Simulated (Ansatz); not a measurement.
# SnTe (zincblende type): the cost of one run

Program: Ansatz 0.2.0. Level of theory: DFT PBE, with the methods named in each step. These are calculated values, not measurements.

### 1 Starting point

The structure is cubic, space group F-43m (No. 216). The conventional cell has a = 7.213 Å, b = 7.213 Å, c = 7.213 Å, α = 90.00°, β = 90.00°, γ = 90.00°. Sn (site symmetry -43m) has 4 Te at 3.12 Å as nearest neighbours. Te (site symmetry -43m) has 4 Sn at 3.12 Å as nearest neighbours.

Coordinates:

```xyz
2
Lattice="0.0000 3.6063 3.6063 3.6063 0.0000 3.6063 3.6063 3.6063 0.0000" Properties=species:S:1:pos:R:3 pbc="T T T"
Sn    0.0000    0.0000    0.0000
Te    1.8031    1.8031    1.8031
```

Whether this phase is the stable one at these pressures isn't tested.

Atoms are numbered in the order of the input: Sn1, Te2.

### 2 The reference volume, LAPW

input.yaml

```yaml
crystal:
  lattice:
    - [0.0, 3.6062798297, 3.6062798297]
    - [3.6062798297, 0.0, 3.6062798297]
    - [3.6062798297, 3.6062798297, 0.0]
  atoms:
    - { symbol: Sn, position: [0.0, 0.0, 0.0] }
    - { symbol: Te, position: [0.25, 0.25, 0.25] }
kpoints:
  mp_grid: { grid: [12, 12, 12] }
  band_path:
    path:
      - [0.0, 0.0, 0.0]
      - [-0.5, -0.5, 0.0]
      - [-0.375, -0.375, 0.25]
      - [-0.375, 0.0, 0.375]
      - [0.0, 0.0, 0.0]
      - [0.0, 0.0, 0.5]
      - [-0.5, -0.25, 0.25]
      - [-0.5, -0.5, 0.0]
    npoints: 14
scf:
  occupations: { method: fermi_dirac, width: 0.08 }
hamiltonian:
  xc: pbe
  pseudopotentials: { kind: all_electron, lapw: { basis_error: 0.001 } }
output:
  forces: true
  stress: true
  eigenvalues: true
  populations: true
  dos: { projected: true, de: 0.2, e_range: [-14, 8] }
```

Command:

```
ansatz run input.yaml --threads 1 --pin off --max-ram 2048MiB --backend cpu --events-out ev --progress --plain --runs-dir out
```

**Question.** How long does this run take on 1 thread of Intel Xeon Platinum 8488C (Sapphire Rapids), shared host, and how much memory does it need?

About 31 s, with a peak of 0.44 GiB.
